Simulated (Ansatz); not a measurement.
**InP: equation of state with r2SCAN**

**What was measured.**

A printed reference work, data compilation reports, for a bulk crystal of InP: bulk modulus 71 GPa.

The system is InP.

```xyz
2
Lattice="0.0000 2.9305 2.9305 2.9305 0.0000 2.9305 2.9305 2.9305 0.0000" Properties=species:S:1:pos:R:3 pbc="T T T"
In    0.0000    0.0000    0.0000
P     4.3957    4.3957    4.3957
```

* Program: Ansatz 0.2.0
* Task: equation of state
* Functional: r2SCAN
* Potentials or basis: Ansatz PAW
* Cutoff: 500 eV
* Density cutoff: 2000 eV
* k mesh: 8 × 8 × 8
* Occupations: fermi-dirac, width 0.05 eV
* Spin: no spin polarisation

```
Equilibrium volume                      : 25.76 Å³/atom
Bulk modulus                            : 68 GPa
Pressure derivative of the bulk modulus : 4.5
```

Energy against volume, from the lowest point:
```csv
volume (Å³/atom),energy (meV/atom)
23.657,42.84
24.160,23.84
24.663,10.76
25.167,2.99
25.670,0.00
26.173,1.29
26.677,6.43
```

All runs of the series together: 7.8 s on 2 threads of AMD EPYC 9R45 96-Core Processor (Zen 5) (shared host).

Against the measured bulk modulus of InP, 71 GPa (a printed reference work, data compilation), the calculated 68 GPa is off by -3.7 %. The fit is for a static lattice scaled at fixed shape and fixed fractional positions.

Caveat: the PAW data sets were made with another functional, which shifts forces and pressure a little.
